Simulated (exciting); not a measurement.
A run of exciting (release sodium):

Contents of input.xml:

```xml
<input>
  <title>Mg</title>
  <structure speciespath="./" tshift="false">
    <crystal scale="1">
      <basevect>0.000000000000 4.241029193548 4.241029193548</basevect>
      <basevect>4.241029193548 0.000000000000 4.241029193548</basevect>
      <basevect>4.241029193548 4.241029193548 0.000000000000</basevect>
    </crystal>
    <species speciesfile="Mg.xml" rmt="2">
      <atom coord="0.000000000000 0.000000000000 0.000000000000"/>
    </species>
  </structure>
  <groundstate do="fromscratch" ngridk="10 10 10" rgkmax="7.5" gmaxvr="14" lmaxapw="10" lmaxmat="10" lmaxvr="8" xctype="GGA_PBE" stype="Fermi Dirac" swidth="0.00183747" nempty="8" ValenceRelativity="iora*" epsengy="1e-05" epspot="1e-05" maxscl="60" tforce="true" outputlevel="normal"/>
</input>
```

Potentials or basis: all-electron LAPW+lo, shipped species files, valence relativity iora*.

The run is started by

```console
$ OMP_NUM_THREADS=1 exciting_smp
```

Hardware: 1 thread of Arm Neoverse V2, with other jobs on the host.

**Question.** Estimate the wall time of this run.

**Answer.** It took 19 s on 1 thread of Arm Neoverse V2 (shared host), peak memory 0.1 GiB. Counts: scf iterations 15, plane waves 144.
